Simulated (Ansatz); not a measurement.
The compound is ZrSe2 (1T sheet).

The cell holds 3 atoms: 1 Zr and 2 Se. Its edges and angles: a = 3.807 Å, b = 3.807 Å, c = 29.947 Å, α = 90.0°, β = 90.0°, γ = 120.0°. Vacuum lies along c.

```
Zr Se
1.0
     0.00000    2.69193    2.69193
     2.69193   -2.69193    0.00000
    17.28985   17.28985  -17.28985
Zr Se
1 2
Cartesian
  5.5060 5.5060 -5.5060
  8.2112 5.5193 -5.5193
  5.4928 5.4928 -2.8009
```

The structure was relaxed with PBE. The structure was generated from a model, not taken from a measurement. The runs that relaxed it are not among those shown. The program's search for lower electronic states was switched off, so nothing shows that the state found is the lowest. PAW set soft_2, made with PBE.

A constrained-RPA run (Ansatz 0.2.0; non-magnetic PBE; Zr t2g + anion p, bands v6 to c3, 6×6×1 mesh, medium accuracy) builds 9 functions on bands 7.3 eV wide, with 12.0 electrons in the window. The bare on-site interaction is 11.3 eV and the bare J 0.45 eV.

**Question.** What U and J survive the screening?

On the Zr t2g shell, U = 4.62 eV (41 % of the bare value), U′ = 3.93 eV, J = 0.34 eV.

The parent state is non-magnetic and the interaction static (zero frequency); U depends on the window and the orbitals, so it belongs to this model alone. A window that holds the anion p bands defines a model with explicit ligands; its U belongs to that model and is not the U of DFT+U.

[Paths, hosts, dates, memory and timing lines, banners, echoed tables and standing remarks are left out of the program output.]

[Logs are printed without paths, hosts, clocks, repeated set-up lines and the standing remarks that a program may print on its own settings, such as how far it seeks lower states.]

[Runs of the session that timed out or met a known fault of the program may be left out.]

[Hosts, paths, dates, database ids (printed as entryN), source tags and the programs' standing remarks are cut or masked in the printed files.]
